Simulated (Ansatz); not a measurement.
## BeSe4 polymorphs, one row open

Level of theory: Ansatz, DFT PBE, scalar-relativistic, plane waves, PAW. All cells share a 420 eV cutoff and Γ-centred k meshes spaced at most about 0.3 Å⁻¹ (about 0.25 or finer for metals, 2π included). No spin polarisation.

All energies are static (0 K, no zero-point motion). Rows are sorted by volume; energies count from the lowest form computed. Coordination counts Se atoms around Be (those within 1.25 times the shortest such distance or 1.15 times the sum of covalent radii, 1.27 where that leaves under three).

```
row    form    source  atoms  coordination  V (Å³/atom)  gap on mesh (eV)  ΔE (meV/atom)
  1   P-3m1  invented      5          Be 6         19.3                 0              0
  2  P4/mmm  invented      5          Be 2         23.2                 0            595
  3    I4/m  invented      5          Be 4         24.3                 0             15
  4    Cmmm  invented      5          Be 4         28.3                 0             67
  5   F-43m  invented      5          Be 4         36.3                 0              ?
```

The cell of row 5:

```cif
data_structure
_symmetry_space_group_name_H-M 'P 1'
_symmetry_Int_Tables_number 1
_cell_length_a 6.3538
_cell_length_b 6.3538
_cell_length_c 6.3538
_cell_angle_alpha 60.000
_cell_angle_beta 60.000
_cell_angle_gamma 60.000
_cell_volume 181.37
loop_
_atom_site_label
_atom_site_type_symbol
_atom_site_fract_x
_atom_site_fract_y
_atom_site_fract_z
_atom_site_occupancy
Be1 Be 0.00000 0.00000 0.00000 1
Se1 Se 0.86236 0.41293 0.86236 1
Se2 Se 0.86236 0.86236 0.41293 1
Se3 Se 0.86236 0.86236 0.86236 1
Se4 Se 0.41293 0.86236 0.86236 1
```

Question: Estimate the missing energy, and say where the row ranks.

Answer: 0.33 eV/atom, which puts it above row 4 and below row 2. Counting Se atoms around Be, row 5 has Be 4 and the lowest form (row 1) has Be 6.

An observed structure of this formula, if there is one, may be missing.

Weakly bound directions are ill-defined at this level, which has no dispersion term (Cmmm), and this can change margins and order among such cells. Even the lowest of the cells shown lies +0.11 eV/atom against the elements. Cells relaxed within their symmetry can be saddle points. Some structure types and database cells were kept out of the candidates from the start, so a known form may be missing.

The estimated 0.33 eV/atom for the F-43m cell can't be put down to the Be coordination, since the I4/m and Cmmm forms also have Be 4 and lie far lower. The selenium sublattice is the more likely cause. In the listed cell each Se has one Be neighbour and three equivalent Se neighbours, the latter well beyond a normal Se–Se single bond. Se4 tetrahedra thus replace the short two-centre bonds of a polyselenide chain, which probably costs more than the tetrahedral Be site gains. Openness alone is no guide to the energy: P4/mmm is denser than I4/m yet much higher, and its two-coordinate Be is plausibly undersaturated.

Be usually prefers four chalcogen neighbours, so the six-coordinate ground form is unusual, but its lead over I4/m is too small to show a real preference for six. The absence of a gap in every row also suggests that none reaches the electron-precise bonding expected of Be²⁺ with a polyselenide anion. Decomposition into BeSe and selenium, a competition not computed here, should be more favourable still than decomposition into the elements.
